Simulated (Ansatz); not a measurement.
Here is an Ansatz 0.2.0 calculation.

Contents of input.yaml:

```yaml
crystal:
  lattice:
    - [4.160937, 0.0, 0.0]
    - [0.0, 4.160937, 0.0]
    - [0.0, 0.0, 3.887643]
  atoms:
    - { symbol: Cu, position: [0.5, 0.0, 0.5] }
    - { symbol: Cu, position: [0.0, 0.5, 0.5] }
    - { symbol: Cu, position: [0.0, 0.0, 0.0] }
    - { symbol: O, position: [0.0, 0.0, 0.5] }
    - { symbol: O, position: [0.5, 0.0, 0.0] }
    - { symbol: O, position: [0.0, 0.5, 0.0] }
kpoints:
  mp_grid: { grid: [7, 7, 7] }
scf:
  occupations: { method: fermi_dirac, width: 0.05 }
hamiltonian:
  xc: pbe
  pseudopotentials: { kind: all_electron, datasets: crystal }
output:
  forces: true
  stress: true
  eigenvalues: true
  efg: {}
```

Potentials or basis: all-electron PAW datasets made for the crystal.

Launch:

```sh
$ ansatz run input.yaml --threads 4 --pin off --max-ram 12288MiB --backend cpu --events-out ev --progress --plain --runs-dir out
```

**Question.** Estimate the band gap on the k mesh.

**Answer.** None (metal or under the smearing width).

**Question.** Estimate the pressure.

**Answer.** 1.7 GPa.

Stress tensor (GPa, compression positive):
```
2.10 0.00 0.00
0.00 2.10 0.00
0.00 0.00 1.02
```

Caveat: an odd number of electrons without spin polarisation forces a metal; a magnetic or distorted state may lie lower; the run has no spin polarisation, though such a crystal can be magnetic; semilocal functionals often make such compounds metallic where correlation or magnetic order opens a gap, which also shifts bond lengths. With open d or f shells a metallic result of PBE can be an artefact of self-interaction; +U or a hybrid may open a gap.
